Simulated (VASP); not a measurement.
Input of a VASP 6.6.1 run:

File INCAR:

```
SYSTEM = TiB2
  PREC = Accurate
  ENCUT = 520
  EDIFF = 1E-8
  ISMEAR = -1
  SIGMA = 0.03
  LREAL = .FALSE.
  LASPH = .TRUE.
  NELM = 100
  ALGO = Normal
  ISIF = 2
  LWAVE = .FALSE.
  LCHARG = .FALSE.
  GGA = PS
  LEFG = .TRUE.
  NBANDS = 16
```

File KPOINTS:

```
regular mesh
0
G
  12 12 10
  0 0 0
```

The input POSCAR:

```
TiB2
1.0
    3.0259273119      0.0000000000      0.0000000000
   -1.5129636559      2.6205299221      0.0000000000
    0.0000000000      0.0000000000      3.2287677100
Ti B
1 2
Direct
    0.0000000000      0.0000000000      0.0000000000
    0.3333333333      0.6666666667      0.5000000000
    0.6666666667      0.3333333333      0.5000000000
```

Potentials or basis: VASP PAW PBE potentials, release 64 (Ti_sv, B).

Run with:

```sh
$ cat potpaw_PBE.64/Ti_sv/POTCAR potpaw_PBE.64/B/POTCAR > POTCAR
$ mpirun -np 1 vasp_std > vasp.out
```

Task: Estimate the pressure.

Result: -4.2 GPa.

Task: Predict the band gap on the k mesh.

Result: None (metal or under the smearing width).

Stress tensor (GPa, compression positive):
```
-3.12  0.00  0.00
 0.00 -3.12  0.00
 0.00  0.00 -6.46
```

Caveat: the PAW data sets were made with another functional, which shifts forces and pressure a little.
